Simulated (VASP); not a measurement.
The system is CoO.

```
Co O
1.0
     2.82845    0.00000    0.00000
    -1.41423    2.44951    0.00000
     0.00000    0.00000    2.72172
Co O
1 1
Cartesian
  0.0000 0.0000 1.3609
  1.4142 0.8165 0.0000
```

The cell was built by a generator and needn't be a form met in nature.

| Quantity | Value |
| --- | --- |
| Program | VASP 6.6.1 |
| Task | relaxation of cell and atoms |
| Functional | PBEsol |
| Potentials or basis | VASP PAW PBE potentials, release 64 (Co, O) |
| Cutoff | 600 eV |
| k mesh | 8 × 8 × 7 |
| Occupations | fermi-dirac, width 0.05 eV |
| Spin | collinear spin, ferromagnetic start |
| Starting moments | [2.0, 0.0] μB |

At the start: pressure -10.6 GPa; volume 9.43 Å³/atom.

Q: Where does the relaxation end?

A: Over 6 steps the energy falls by 16.8 meV/atom and the volume is 8.93 Å³/atom (-5.3 %); space group P-6m2 (No. 187, to 0.05 Å); moment 3.00 μB per cell.

The path:
```tsv
step	energy change (eV)	largest force (eV/Å)	pressure (GPa)	volume (Å³)
1	0.0000	0.0000	-10.62	18.86
2	-0.0118	0.0001	9.92	17.20
3	-0.0330	0.0001	-0.17	17.91
4	-0.0330	0.0001	0.05	17.89
5	-0.0335	0.0000	0.15	17.87
6	-0.0336	0.0000	0.20	17.85
```

Final structure:
```cif
data_structure
_symmetry_space_group_name_H-M 'P 1'
_symmetry_Int_Tables_number 1
_cell_length_a 2.7717
_cell_length_b 2.7717
_cell_length_c 2.6836
_cell_angle_alpha 90.000
_cell_angle_beta 90.000
_cell_angle_gamma 120.000
_cell_volume 17.85
loop_
_atom_site_label
_atom_site_type_symbol
_atom_site_fract_x
_atom_site_fract_y
_atom_site_fract_z
_atom_site_occupancy
Co1 Co 0.00000 0.00000 0.50000 1
O1 O 0.66667 0.33333 0.00000 1
```

Caveat: the PAW data sets were made with another functional, which shifts forces and pressure a little; a cell with one magnetic atom can't hold antiferromagnetic order, which such compounds often take.
